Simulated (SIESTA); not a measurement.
# Ge in SIESTA: the effect of strain zz

Crystal: Ge.

```
Ge
1.0
     0.00000    2.82891    2.71575
     2.82891    0.00000    2.71575
     2.82891    2.82891    0.00000
Ge
2
Direct
  0.75000 0.75000 0.75000
  0.50000 0.50000 0.50000
```

The cell isn't the ideal one: cell strained along z.

Alike in all runs:

```yaml
Program: SIESTA 5.4.2
Task: single point
Functional: PBE
Potentials_or_basis: PseudoDojo 0.4 standard (PBE files)
Basis: DZP (energy shift 0.003 Ry; two zetas on semicore shells)
Grid_cutoff: 800 Ry
Energy_shift: 0.003 Ry
k_mesh: 8 × 8 × 8
Occupations: fermi-dirac, width 0.05 eV
Spin: no spin polarisation
```

| strain zz | gap on the mesh (eV) | pressure (GPa) |
| --- | --- | --- |
| -0.04 | none | 8.4 |
| -0.02 | 0.14 | 6.4 |
| -0.01 | ? | ? |
| 0 | 0.07 | 5.1 |
| 0.01 | none | 4.3 |
| 0.02 | none | 3.6 |
| 0.04 | none | 2.0 |

Question: What does the run with strain zz -0.01 give?

Answer: gap on the mesh 0.12 eV; pressure 5.8 GPa.

Worked out: A parabola through the other rows of the pressure, of slope -79.8 GPa per unit of strain zz there, gives 5.8 GPa, against the run's 5.8.

Caveats: the basis of atomic orbitals isn't converged, which shifts pressures, moduli and gaps.

A k mesh can miss the band edges.

A gap of «none» marks a metal or a gap under the smearing width.
